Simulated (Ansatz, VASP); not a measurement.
Two plane-wave programs on Ge

File INCAR:

```
  PREC = Accurate
  ENCUT = 520
  EDIFF = 1E-6
  ISMEAR = 0
  SIGMA = 0.1
  LREAL = False
  LASPH = True
  NELM = 100
  ALGO = Normal
  ISIF = 2
  LWAVE = False
  LCHARG = False
  GGA = PE
  NBANDS = 21
```

KPOINTS

```
Automatic mesh
0
Gamma
  8 8 8
```

POSCAR

```
Ge
1.0
   -2.4958980000      2.6508630000      1.4369470000
    2.4958980000     -2.6508630000      1.4369470000
    2.4958980000      2.6508630000     -1.4369470000
Ge
2
Direct
    0.1859430000      0.9359430000      0.2500000000
    0.8140570000      0.0640570000      0.7500000000
```

Input for Ansatz:

```yaml
crystal:
  lattice:
    - [-2.495898, 2.650863, 1.436947]
    - [2.495898, -2.650863, 1.436947]
    - [2.495898, 2.650863, -1.436947]
  atoms:
    - { symbol: Ge, position: [0.185943, 0.935943, 0.25] }
    - { symbol: Ge, position: [0.814057, 0.064057, 0.75] }
basis:
  ecutwfc: 420
kpoints:
  mp_grid: { grid: [8, 8, 8] }
hamiltonian:
  xc: pbe
scf:
  occupations: { method: gaussian, width: 0.1 }
output:
  forces: true
  stress: true
  eigenvalues: true
```

This isn't the form of Ge at room conditions, which is diamond.

Alike in both runs: task single point; functional PBE; k mesh 8 × 8 × 8; occupations gaussian, width 0.1 eV; no spin polarisation.

|  | VASP | Ansatz |
| --- | --- | --- |
| version | VASP 6.6.1 | Ansatz 0.2.0 |
| potentials or method | VASP PAW PBE potentials, release 64 (Ge_d) | scalar-relativistic, plane waves, PAW |
| plane-wave cutoff (eV) | 520 | 420 |
| valence electrons in the cell | 28 | 28 |

VASP gave:

| Property | Result |
| --- | --- |
| gap on the k mesh at the Fermi level (eV) | none |
| pressure (GPa) | 0.9 |
| largest component of the traceless stress (GPa) | 0.92 |
| rms of the force components (eV/Å) | 0.009 |

Question: Which values does Ansatz return?

Answer: gap on the k mesh at the Fermi level (eV): none; pressure (GPa): 1.0; largest component of the traceless stress (GPa): 0.92; rms of the force components (eV/Å): 0.009.

Atom by atom the forces differ by 0.000 eV/Å (rms over components). A gap of «none» marks a metal or a gap that the smearing closes. With one functional, cell and mesh, what is left measures potentials, basis and numerics.
